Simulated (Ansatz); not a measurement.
**CuI under changes of volume**

One of the cells (27.401 Å³/atom); the others are scaled copies at fixed shape and fractional positions:

```
I Cu
1.0
     4.09020    0.00000    0.00000
     0.00000    4.09020    0.00000
     0.00000    0.00000    6.55146
I Cu
2 2
Direct
  0.00000 0.50000 0.74303
  0.50000 0.00000 0.25697
  0.00000 0.00000 0.00000
  0.50000 0.50000 0.00000
```

Measurements of this composition are mostly on another form, of space group No. 216.

| Quantity | Value |
| --- | --- |
| Program | Ansatz 0.2.0 |
| Functional | PBEsol |
| Potentials or basis | Ansatz PAW |
| Cutoff | 420 eV (not typed: the program's choice for these potentials) |
| k mesh | 7 × 7 × 4 |
| Occupations | fermi-dirac, width 0.05 eV |
| Spin | no spin polarisation |

```tsv
volume (Å³/atom)	energy over the lowest point (meV/atom)	pressure (GPa)	gap on the mesh (eV)	largest force (eV/Å)
25.757	2.60	1.3	1.60	0.350
26.305	0.00	0.2	1.56	0.137
26.853	?	?	?	?
27.401	5.26	-1.7	1.49	0.234
27.949	12.29	-2.4	1.46	0.395
28.497	21.80	-3.1	1.43	0.542
29.045	33.47	-3.7	1.40	0.677
```

**Question.** What does the run at 26.853 Å³/atom give?

**Answer.** Energy over the lowest point 1.03 meV/atom; pressure -0.8 GPa; gap on the mesh 1.52 eV; largest force 0.057 eV/Å.

Worked out: A Birch-Murnaghan fit of order 3 (a polynomial in V^(-2/3)) to the other rows has its minimum at 26.41 Å³/atom with B0 = V·E''(V) = 50 GPa and B' = 5.2 at fixed shape and positions, which overstates the stiffness. It gives 1.03 meV/atom at 26.853 Å³/atom, against the run's 1.03, and -dE/dV = -0.8 GPa, against -0.8. A straight line through the other rows of the gap, of slope -1.66 eV per unit of ln V (its deformation potential), gives 1.53 eV, against the run's 1.52.

Energies are extrapolated to zero smearing.

Caveats: odd divisions of the mesh miss points on the zone boundary, where band edges often lie, so the gap on the mesh can be too wide; spin-orbit coupling is left out, which moves the levels of the heavy elements; this functional lacks dispersion, which binds the layers, so the pressure and a relaxed spacing across them are unreliable; the PAW data sets come from PBE, with cores solved anew for the run's functional, which leaves a small shift of forces and pressure.
